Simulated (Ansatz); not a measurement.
**Sensitivity of the gradients in TiO2 to the input**

Cell: a computed structure from the Materials Project (it need not be an observed phase), atoms as given.

```cif
data_TiO2
_symmetry_space_group_name_H-M 'I4/m'
_symmetry_Int_Tables_number 87
_cell_length_a 8.7015
_cell_length_b 8.7015
_cell_length_c 3.7751
_cell_angle_alpha 90.000
_cell_angle_beta 90.000
_cell_angle_gamma 90.000
loop_
_atom_site_label
_atom_site_type_symbol
_atom_site_symmetry_multiplicity
_atom_site_Wyckoff_symbol
_atom_site_fract_x
_atom_site_fract_y
_atom_site_fract_z
Ti Ti 8 h 0.0029 0.2923 0.0000
O5 O 8 h 0.1508 0.4989 0.0000
O6 O 8 h 0.3404 0.6617 0.5000
```

One atom of each set is listed; the run and its k-mesh use a cell of 12 atoms with edges of 6.44, 6.44, 6.44 Å.

Reference run. All values are calculated (Ansatz; DFT, PBE, plane waves and PAW (field gradients read without the response of the frozen cores, which leaves them typically 4 to 6 % off), scalar-relativistic, 420 eV cutoff, Γ-centred 6×6×6 k-points, Fermi–Dirac smearing 0.02 eV), not measured.

**Question.** The input is changed as follows: `basis.ecutwfc`: not typed → 14.7 Ry; `kpoints.mp_grid.shift`: not typed → [0.5, 0.5, 0.5]. What happens to V_zz (10²¹ V/m²) and η?

**Answer.** 

| site | V_zz reference | η reference | V_zz changed | η changed |
| --- | --- | --- | --- | --- |
| Ti | 1.35 | 0.08 | -1.55 | 0.66 |
| O5 | -3.18 | 0.41 | -2.30 | 0.57 |
| O6 | 1.56 | 0.92 | 1.69 | 0.53 |

The largest change of V_zz along a kept axis is on O5, from -3.18 to -2.30. In per cent, |V_zz| changes by -28 to +8 on O (all sites that start above 0.5, bar those whose gradient vanishes or changes sign or whose main axis turns by over 40°). Where |V_zz| stays above 0.1 and the axes keep their order, η moves most on O6, from 0.92 to 0.53. On Ti the largest principal value lies along another axis in the second run, so the two V_zz can't be compared directly. At these positions the changed run has forces up to 2.8 eV/Å, so its atoms aren't at their own equilibrium. Its pressure is 10 GPa, against 3 GPa in the reference run. SCF iterations: 9 and 10. New warnings: cutoff below recommended. In the changed run the cutoff of 200 eV lies below the one recommended for these PAW files, so its values aren't converged ones.
